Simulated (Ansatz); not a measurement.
# Li under changes of volume

One of the cells (21.609 Å³/atom); the others are scaled copies at fixed shape and fractional positions:

```
Li
1.0
    -1.75465    1.75465    1.75465
     1.75465   -1.75465    1.75465
     1.75465    1.75465   -1.75465
Li
1
Direct
  0.00000 0.00000 0.00000
```

```yaml
Program: Ansatz 0.2.0
Functional: r2SCAN
Dispersion: D3(BJ)
Potentials_or_basis: Ansatz PAW
Cutoff: "500 eV (not typed: the program's choice for these potentials)"
k_mesh: 11 × 11 × 11
Occupations: fermi-dirac, width 0.05 eV
Spin: no spin polarisation
```

```tsv
volume (Å³/atom)	energy over the lowest point (meV/atom)	pressure (GPa)
20.312	0.00	-0.2
20.744	0.89	-0.5
21.177	2.48	-0.7
21.609	4.71	-0.9
22.041	7.51	-1.1
22.473	10.84	-1.3
22.905	?	?
```

What does the run at 22.905 Å³/atom give?

Energy over the lowest point 14.65 meV/atom; pressure -1.5 GPa.

Worked out: A Birch-Murnaghan fit of order 3 (a polynomial in V^(-2/3)) to the other rows has its minimum at 20.03 Å³/atom, just outside them, with B0 = V·E''(V) = 14.1 GPa and B' = 3.5. It gives 14.65 meV/atom at 22.905 Å³/atom, against the run's 14.65, and -dE/dV = -1.5 GPa, against -1.5.

Energies are extrapolated to zero smearing.

Caveats: the PAW data sets were made with another functional, which shifts forces and pressure a little; pairwise dispersion overbinds metals, which lowers pressure and volume; the dispersion damping was fitted for another functional or another form of the correction.
